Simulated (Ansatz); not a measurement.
# Ge3N4: the band gap up the ladder of functionals

One table from this session's results is given with a row withheld; the runs are named, their logs left out.

Code: Ansatz 0.2.0. PAW datasets, plane waves. (Simulation; spin polarisation is off.)

### The system as given

The cell was relaxed beforehand with r2SCAN.

Space group P6_3/m (No. 176), hexagonal; conventional cell a = 8.044 Å, c = 3.080 Å, 12.33 Å³ an atom. Around Ge lie 4 N at 1.83–1.84 Å; around N lie 3 Ge at 1.83 Å; around N lie 3 Ge at 1.84 Å.

As a file:

```xyz
14
Lattice="8.0439 0.0000 0.0000 -4.0220 6.9662 0.0000 0.0000 0.0000 3.0801" Properties=species:S:1:pos:R:3 pbc="T T T"
Ge    5.7206    1.6366    2.3100
Ge    1.4429    5.7725    0.7700
Ge    0.2557    2.8304    0.7700
Ge    3.7663    4.1359    2.3100
Ge    2.5790    1.1937    2.3100
Ge   -1.6986    5.3296    0.7700
N     4.0220    2.3221    2.3100
N     0.0000    4.6442    0.7700
N     1.4744    6.7726    2.3100
N     2.9158    4.6631    0.7700
N     6.6024    2.1095    0.7700
N    -2.5805    4.8568    2.3100
N     2.5476    0.1936    0.7700
N     1.1061    2.3031    2.3100
```

The first run:

File input.yaml:

```yaml
crystal:
  lattice:
    - [8.0439274661, 0.0, 0.0]
    - [-4.021963733, 6.9662455318, 0.0]
    - [0.0, 0.0, 3.0800560533]
  atoms:
    - { symbol: Ge, position: [0.8286382128, 0.234938382, 0.75] }
    - { symbol: Ge, position: [0.5936998308, 0.8286382128, 0.25] }
    - { symbol: Ge, position: [0.234938382, 0.4063001692, 0.25] }
    - { symbol: Ge, position: [0.765061618, 0.5936998308, 0.75] }
    - { symbol: Ge, position: [0.4063001692, 0.1713617872, 0.75] }
    - { symbol: Ge, position: [0.1713617872, 0.765061618, 0.25] }
    - { symbol: "N", position: [0.6666666667, 0.3333333333, 0.75] }
    - { symbol: "N", position: [0.3333333333, 0.6666666667, 0.25] }
    - { symbol: "N", position: [0.669390911, 0.9722062405, 0.75] }
    - { symbol: "N", position: [0.6971846705, 0.669390911, 0.25] }
    - { symbol: "N", position: [0.9722062405, 0.3028153295, 0.25] }
    - { symbol: "N", position: [0.0277937595, 0.6971846705, 0.75] }
    - { symbol: "N", position: [0.330609089, 0.0277937595, 0.25] }
    - { symbol: "N", position: [0.3028153295, 0.330609089, 0.75] }
kpoints:
  mp_grid: { grid: [6, 6, 8] }
  band_path:
    path:
      - [[0.0, 0.0, 0.0], [0.5, 4.109260365625e-17, -3.721357540443e-35], [0.3333333333333, 0.3333333333333, -6.559642511616e-35], [0.0, 0.0, 0.0], [3.70015264011e-51, -2.33739015481e-50, 0.5], [0.5, 4.109260365625e-17, 0.5], [0.3333333333333, 0.3333333333333, 0.5], [3.70015264011e-51, -2.33739015481e-50, 0.5]]
      - [[0.5, 4.109260365625e-17, 0.5], [0.5, 4.109260365625e-17, -3.721357540443e-35]]
      - [[0.3333333333333, 0.3333333333333, 0.5], [0.3333333333333, 0.3333333333333, -6.559642511616e-35]]
    npoints: 10
hamiltonian:
  xc: pbe
scf:
  occupations: { method: fermi_dirac, width: 0.02 }
  n_extra_bands: 7
output:
  forces: true
  stress: true
  eigenvalues: true
```

Among the steps run: Band structure with PBE; r2SCAN at the same geometry; HSE06 at the same geometry; Single point with PBE+SOC; Single point with PBE0.

One table of the session follows, with a row left open; its other results are not shown here.

```
  level  gap (eV)
    PBE      2.19
 r2SCAN         ?
  HSE06      3.70
PBE+SOC      2.19
   PBE0      4.43
```

Estimate the missing values for r2SCAN.

As computed: gap (eV): 2.67. In the column «gap (eV)» it lies between PBE+SOC (2.19) and HSE06 (3.70).

Meshes: PBE 6×6×8, r2SCAN 6×6×8, HSE06 3×3×6, PBE+SOC 6×6×8, PBE0 3×3×6

In words: The gap runs from 2.19 eV (PBE) to 4.43 eV (PBE0). PBE reaches 59 % of the HSE06 value, and r2SCAN 72 %. PBE0 lies 0.73 eV above HSE06, which differs from it by screening the long-range exchange.

To keep in mind: Warnings in the runs' records: stress exchange threshold loose, stress scf threshold loose.
